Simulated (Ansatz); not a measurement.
Geometry optimisation in Ansatz: input, command and trajectory.

```yaml
crystal:
  lattice:
    - [3.5655308319, 0.0, 0.0]
    - [-1.7827654159, 3.0878402784, 0.0]
    - [0.0, 0.0, 11.463964344]
  atoms:
    - { symbol: "Y", position: [0.0, 0.0, 0.0] }
    - { symbol: "Y", position: [0.3333333333, 0.6666666667, 0.25] }
    - { symbol: "Y", position: [0.0, 0.0, 0.5] }
    - { symbol: "Y", position: [0.6666666667, 0.3333333333, 0.75] }
basis:
  ecutwfc: 420
kpoints:
  mp_grid: { grid: [15, 15, 4] }
hamiltonian:
  xc: pbe
scf:
  occupations: { method: gaussian, width: 0.1 }
output:
  forces: true
  stress: true
  eigenvalues: true
relax:
  adjacent_minimum: "off"
  f_tol: 0.008
  max_steps: 50
  cell: { stress_tol: 0.08, p_target: 3.0 }
```

```bash
ansatz run input.yaml --threads 1 --pin off --max-ram 2560MiB --backend cpu --events-out ev --progress --plain --runs-dir out
```

Computed with DFT PBE, scalar-relativistic, plane waves, PAW in Ansatz 0.2.0.

Of 4 frames 3 are shown, positions in Å and forces in eV/Å; the SCF threshold varies from step to step. Steps run on the plane waves of an earlier cell, with a Pulay correction in the pressure. The basis is chosen afresh for the last frame, the zero of the energies, and at times for earlier ones too; energy and pressure step there, also at an unchanged geometry. The relaxation lowers the enthalpy F + PV at the target pressure, so the free energy itself can rise.

```xyz
4
Lattice="3.5655 0.0000 0.0000 -1.7828 3.0878 0.0000 0.0000 0.0000 11.4640" Properties=species:S:1:pos:R:3:forces:R:3 pbc="T T T" step=1 free_energy_over_end_meV_per_atom=-15.69 pressure_GPa=1.17
Y     0.0000    0.0000    0.0000    0.0000    0.0000    0.0000
Y     0.0000    2.0586    2.8660    0.0000    0.0000    0.0000
Y     0.0000    0.0000    5.7320    0.0000    0.0000    0.0000
Y     1.7828    1.0293    8.5980    0.0000    0.0000    0.0000
4
Lattice="3.5069 0.0000 0.0000 -1.7534 3.0370 0.0000 0.0000 0.0000 11.2755" Properties=species:S:1:pos:R:3:forces:R:3 pbc="T T T" step=2 free_energy_over_end_meV_per_atom=6.15 pressure_GPa=3.48
Y     0.0000    0.0000    0.0000    0.0000    0.0000    0.0000
Y     0.0000    2.0247    2.8189    0.0000    0.0000    0.0000
Y     0.0000    0.0000    5.6378    0.0000    0.0000    0.0000
Y     1.7534    1.0123    8.4567    0.0000    0.0000    0.0000
4
Lattice="3.5181 0.0000 0.0000 -1.7591 3.0468 0.0000 0.0000 0.0000 11.3182" Properties=species:S:1:pos:R:3:forces:R:3 pbc="T T T" step=4 free_energy_over_end_meV_per_atom=0.00 pressure_GPa=2.98
Y     0.0000    0.0000    0.0000    0.0000    0.0000    0.0000
Y     0.0000    2.0312    2.8296    0.0000    0.0000    0.0000
Y     0.0000    0.0000    5.6591    0.0000    0.0000    0.0000
Y     1.7591    1.0156    8.4887    0.0000    0.0000    0.0000
```

It took 26 s on 1 thread of Intel(R) Xeon(R) 6975P-C (Granite Rapids) (shared host), peak memory 0.64 GiB.